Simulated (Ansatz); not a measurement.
## Structure relaxation of KCl

Theory: DFT PBE, scalar-relativistic, plane waves, PAW in Ansatz. Cutoff 420 eV, Γ-centred k mesh, Gaussian smearing, no spin polarisation in the final step.

The start puts KCl on the sites of a reported SnS cell (Cmcm, No. 63), with K in place of Sn, Cl in place of S, at a guessed volume.

```
CELL_PARAMETERS angstrom
2.25634 -6.24463 0.00000
2.25634 6.24463 0.00000
0.00000 0.00000 4.54422
ATOMIC_POSITIONS crystal
K 0.88000 0.12000 0.25000
K 0.12000 0.88000 0.75000
Cl 0.65100 0.34900 0.25000
Cl 0.34900 0.65100 0.75000
```

Cell and atoms relax at zero pressure; the relaxation can't lower the symmetry of the start. After a coarse first stage the cell is made exact in the group found at 0.06 Å.

The zero of energy is the elements' standard structures at the same level (Cl₂ as a molecule); no fitted shifts are applied.

Task: What does it relax into?

Result: It keeps Cmcm (No. 63). Conventional cell: a = 4.112 Å, b = 12.389 Å, c = 4.849 Å. Around K lie 5 Cl at 3.16–3.18 Å; Cl has 5 K at 3.16–3.18 Å.

```xyz
4
Lattice="2.0562 -6.1947 0.0000 2.0562 6.1947 0.0000 0.0000 0.0000 4.8493" Properties=species:S:1:pos:R:3 pbc="T T T"
K     2.0562   -4.6754    1.2123
K     2.0562    4.6754    3.6369
Cl    2.0562   -1.5195    1.2123
Cl    2.0562    1.5195    3.6369
```

Task: What are its volume, energy, density and gap?

Result: The volume per atom is 30.88 Å³. The density is 2.00 g/cm³, the energy over the elements is -1.941 eV/atom and the gap on the 6×6×6 mesh is 4.81 eV.

The final run used a 6×6×6 mesh on its 4-atom cell and 0.02 eV smearing. Symmetry constrained the relaxation, so the result can be a saddle point.

This form isn't the usual stable structure of the compound.

Cost: 3 runs of about 0.55 core-minutes in all, on Intel Xeon 6975P-C (Granite Rapids) (shared hosts).